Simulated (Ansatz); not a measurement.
Start of a relaxation, (100) slab as cut from the bulk (ZnSe, F-43m (No. 216), (1 0 0) face):

```yaml
crystal:
  lattice:
    - [4.00639, 0.00000, 0.00000]
    - [0.00000, 4.00639, 0.00000]
    - [0.00000, 0.00000, 24.91531]
  atoms:
    - { symbol: Se, position: [0.00000, 0.50000, 0.30102] }
    - { symbol: Zn, position: [0.50000, 0.50000, 0.35787] }
    - { symbol: Se, position: [0.50000, 0.00000, 0.41472] }
    - { symbol: Zn, position: [0.00000, 0.00000, 0.47157] }
    - { symbol: Se, position: [0.00000, 0.50000, 0.52843] }
    - { symbol: Zn, position: [0.50000, 0.50000, 0.58528] }
    - { symbol: Se, position: [0.50000, 0.00000, 0.64213] }
    - { symbol: Zn, position: [0.00000, 0.00000, 0.69898] }
```

These are results of DFT r2SCAN, scalar-relativistic, plane waves, PAW in Ansatz 0.2.0, not measurements. Settings: cutoff 500 eV, Γ-centred mesh 7×7×1 on the computed 8-atom cell, Gaussian smearing of 0.05 eV; no spin polarisation. The cell repeats along c with a dipole correction in the vacuum.

All atoms are free. The cell is fixed. Force threshold 0.02 eV/Å.

Problem. Where does it end?

Solution. The energy falls by 0.095 eV in 4 steps, to:

```yaml
crystal:
  lattice:
    - [4.00639, 0.00000, 0.00000]
    - [0.00000, 4.00639, 0.00000]
    - [0.00000, 0.00000, 24.91531]
  atoms:
    - { symbol: Se, position: [0.00000, 0.50000, 0.30137] }
    - { symbol: Zn, position: [0.50000, 0.50000, 0.35428] }
    - { symbol: Se, position: [0.50000, 0.00000, 0.41614] }
    - { symbol: Zn, position: [0.00000, 0.00000, 0.46912] }
    - { symbol: Se, position: [0.00000, 0.50000, 0.53022] }
    - { symbol: Zn, position: [0.50000, 0.50000, 0.58363] }
    - { symbol: Se, position: [0.50000, 0.00000, 0.64563] }
    - { symbol: Zn, position: [0.00000, 0.00000, 0.69962] }
```

Cost: 1 run of about 9.3 core-minutes, on Arm Neoverse V1 (shared hosts).